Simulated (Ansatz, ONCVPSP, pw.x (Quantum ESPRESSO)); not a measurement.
# pw.x on fcc W: one setting changed

Potential: optimised norm-conserving Vanderbilt (ONCV), ONCVPSP 4.0.1.1 (patched build), PBE; core [Xe] 4f14, reference 5d4 6s2; waves: 6s: rc 2.75 bohr, ncon 4, nbas 9, qcut 2.1 1/bohr, 2 projectors, debl 3.7 Ha; p scattering state at 0.42 Ha: rc 2.90 bohr, ncon 4, nbas 9, qcut 2.7 1/bohr, 2 projectors, debl 2.7 Ha; 5d: rc 2.75 bohr, ncon 3, nbas 8, qcut 6.1 1/bohr, 2 projectors, debl 1.2 Ha; local part: polynomial inside 2.40 bohr (lpopt 5, dvloc0 2 Ha); core correction: none. In the p channel the program set the typed energies aside and used 0.050, 2.750 Ha.

The reference run (k-mesh 14³, cutoffs 70/280 Ry, Fermi–Dirac 0.01 Ry, mixing_beta 0.4, conv_thr 1e-9, no spin) gives 1.97 GPa at 16.478 Å³/atom, where all-electron LAPW gives -0.06 GPa. This run, with its own iteration cap, changes mixing_beta to 0.05.

```
&control
  calculation='scf', prefix='x', pseudo_dir='./', outdir='./tmp', tstress=.true., disk_io='none'
/
&system
  ibrav=0, nat=1, ntyp=1, ecutwfc=70, ecutrho=280, nbnd=10,
  occupations='smearing', smearing='fd', degauss=0.01
/
&electrons
  conv_thr=1e-09, mixing_beta=0.05, electron_maxstep=50
/
ATOMIC_SPECIES
W 1.0 W.UPF
CELL_PARAMETERS angstrom
  0.00000000 2.01972156 2.01972156
  2.01972156 0.00000000 2.01972156
  2.01972156 2.01972156 0.00000000
ATOMIC_POSITIONS crystal
W 0.0000 0.0000 0.0000
K_POINTS automatic
14 14 14 0 0 0
```

```bash
pw.x < W.scf.in > W.scf.out
```

How does the run end?

It converges in 11 iterations; the free energy moves by +0.0 meV/atom and the pressure by +0.00 GPa. The result is that of the reference run.

```
Message from routine setup:
     using ibrav=0 with symmetry is DISCOURAGED, use correct ibrav instead
     lattice parameter (alat)  =       5.3977  a.u.
     unit-cell volume          =     111.1991 (a.u.)^3
     number of electrons       =         6.00
     number of Kohn-Sham states=           10
     kinetic-energy cutoff     =      70.0000  Ry
     charge density cutoff     =     280.0000  Ry
     scf convergence threshold =      1.0E-09
     Exchange-correlation= PBE
     number of k points=   104  Fermi-Dirac smearing, width (Ry)=  0.0100
     iteration #  1     ecut=    70.00 Ry     beta= 0.05
     total energy              =     -15.37466696 Ry
     estimated scf accuracy    <       0.04006038 Ry
     iteration #  2     ecut=    70.00 Ry     beta= 0.05
     total energy              =     -15.35766066 Ry
     estimated scf accuracy    <       0.03504878 Ry
     iteration #  3     ecut=    70.00 Ry     beta= 0.05
     total energy              =     -15.36228239 Ry
     estimated scf accuracy    <       0.00058191 Ry
     iteration #  4     ecut=    70.00 Ry     beta= 0.05
     total energy              =     -15.36237965 Ry
     estimated scf accuracy    <       0.00031971 Ry
     iteration #  5     ecut=    70.00 Ry     beta= 0.05
     total energy              =     -15.36242894 Ry
     estimated scf accuracy    <       0.00005471 Ry
     iteration #  6     ecut=    70.00 Ry     beta= 0.05
     total energy              =     -15.36243906 Ry
     estimated scf accuracy    <       0.00000829 Ry
     iteration #  7     ecut=    70.00 Ry     beta= 0.05
     total energy              =     -15.36243983 Ry
     estimated scf accuracy    <       0.00000293 Ry
     iteration #  8     ecut=    70.00 Ry     beta= 0.05
     total energy              =     -15.36244034 Ry
     estimated scf accuracy    <       0.00000003 Ry
     iteration #  9     ecut=    70.00 Ry     beta= 0.05
     total energy              =     -15.36244038 Ry
     estimated scf accuracy    <       0.00000003 Ry
     iteration # 10     ecut=    70.00 Ry     beta= 0.05
     total energy              =     -15.36244038 Ry
     estimated scf accuracy    <       0.00000002 Ry
     iteration # 11     ecut=    70.00 Ry     beta= 0.05
     the Fermi energy is    14.5181 ev
!    total energy              =     -15.36244038 Ry
     estimated scf accuracy    <          2.0E-10 Ry
     smearing contrib. (-TS)   =      -0.00527765 Ry
     The total energy is F=E-TS. E is the sum of the following terms:
     one-electron contribution =      10.14409547 Ry
     hartree contribution      =       0.15633671 Ry
     xc contribution           =      -4.03497013 Ry
     ewald contribution        =     -21.62262478 Ry
     convergence has been achieved in  11 iterations
          total   stress  (Ry/bohr**3)                   (kbar)     P=       19.68
     Message from routine punch:
     Nothing written, as per user request (disk_io='none')
```

The run took about 20 s on one core of a shared host (Neoverse-V1, 32 threads, 247 GiB, load 22).
